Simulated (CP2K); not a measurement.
Runs of CP2K 2026.2 on MoSe2. It takes space group P6_3/mmc (No. 194, hexagonal). Conventional cell: a = 3.288 Å, b = 3.288 Å, c = 12.900 Å, α = 90.00°, β = 90.00°, γ = 120.00°. Mo (site symmetry -6m2) is surrounded by 6 Se at 2.49 Å. Around Se (site symmetry 3m) lie 3 Mo at 2.49 Å. 

```csv
level,potentials or basis,smearing,NGRIDS,points a segment of the path (NPOINTS),bands added on the path,CUTOFF of the grids,pressure (GPa),largest force (eV/Å)
PBE,"POTENTIAL_UZH Mo GTH-PBE-q14, Se GTH-PBE-q6; TZVP-MOLOPT-PBE-GTH basis",fermi-dirac 0.05 eV,4,10,2,450 Ry,(c),1.32
LDA,"GTH_POTENTIALS Mo GTH-PADE-q14, Se GTH-PADE-q6; TZVP-MOLOPT-PBE-GTH basis",fermi-dirac 0.05 eV,4,10,2,450 Ry,2.0,(a)
r2SCAN,"POTENTIAL_UZH Mo GTH-SCAN-q14, Se GTH-SCAN-q6; TZVP-MOLOPT-SCAN-GTH basis",fermi-dirac 0.0259 eV,4,6,6,675 Ry,7.6,1.01
PBEsol,"POTENTIAL_UZH Mo GTH-PBE-q14, Se GTH-PBE-q6; TZVP-MOLOPT-PBE-GTH basis",fermi-dirac 0.05 eV,4,8,2,450 Ry,6.3,(b)
```

Alike in all rows: task band structure; no spin polarisation; cell as given; k mesh 9 × 9 × 2.

Q: Fill in the values left out.

A: (a) 0.84; (b) 1.19; (c) 9.9.

Caveats: the cell's inner coordinates are idealised or old, which leaves forces on the atoms; the basis of atomic orbitals isn't converged, which shifts pressures, moduli and gaps; this functional lacks dispersion, which binds the layers, so the pressure and a relaxed spacing across them are unreliable (some runs); the potentials were made for another functional, which shifts forces and pressure (some runs).
